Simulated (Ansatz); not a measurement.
# Mg/AlN/Mg: predicting the conductance of a thicker barrier

Set-up. Ansatz 0.2.0, plane waves with PAW datasets, PBE. Interfaces are relaxed in a short slab (with D3(BJ) where the barrier is layered), set between ideal electrode layers that go on as semi-infinite leads, and the zero-bias conductance G at 300 K comes from T(E) on a typed mesh. The error is the largest of the program's estimates from energy step, mesh, the leads' potential steps and neutrality; its separate bound for narrow resonances between the energies solved isn't counted and can be far larger. The lower electrode is Mg (hcp 0001), the upper Mg (hcp 0001) and the barrier AlN (zinc blende 111), on a net of side 3.19 Å; d is the distance between the electrodes' last planes.

The runs shown:

| planes in the barrier | d (Å) | G (S/m²) | error (%) | lead step (meV) |
| --- | --- | --- | --- | --- |
| 4 | 7.78 | 4.31e13 | 5 | 25 |
| 6 | 10.29 | 7.90e12 | 5 | 25 |
| 8 | 12.80 | 1.66e12 | 6 | 25 |
| 12 | 17.83 | 9.55e10 | 12 | 25 |
| 14 | 20.34 | 2.50e10 | 14 | 25 |
| 16 | 22.86 | 6.76e9 | 16 | 25 |

**Question.** A further run has 18 planes, d = 25.37 Å. Fit G ∝ exp(−βd) to the rows shown and predict its conductance.

**Worked fit.** Take y = ln G: 31.39, 29.70, 28.14, 25.28, 23.94 and 22.64. The means are d = 15.32 Å and y = 26.85; Σ(Δd Δy) = −102.14 and Σ(Δd)² = 176.85, so the slope is −0.578 Å⁻¹ (β = 0.578 Å⁻¹). At d = 25.37 Å, y = 26.85 − 0.578 × 10.05 = 21.04, or G = 1.38e9 S/m².

Check: The run gave 1.88e9 S/m², with an error estimate of 17 % and a lead step of 25 meV. The prediction is 0.731 times that, too low by 27 %. That lies within the runs' own error estimates, carried through the fit.

Caveats: The interfaces are ideal, one cell wide, strained to a common net and relaxed from one registry with their symmetry kept. PBE's gaps are too small, so true decay constants are likely larger where the Fermi level lies deep in a gap. No spin-orbit coupling, phonons, disorder or image charges enter. The rows shown are chosen by tests on error estimates (under 100 to 120 %), lead steps (under 150 meV, though the program warns over 25), intact interfaces and, for fits, a steady trend in the rows shown; the data set holds 414 series of this kind, and not all pass.
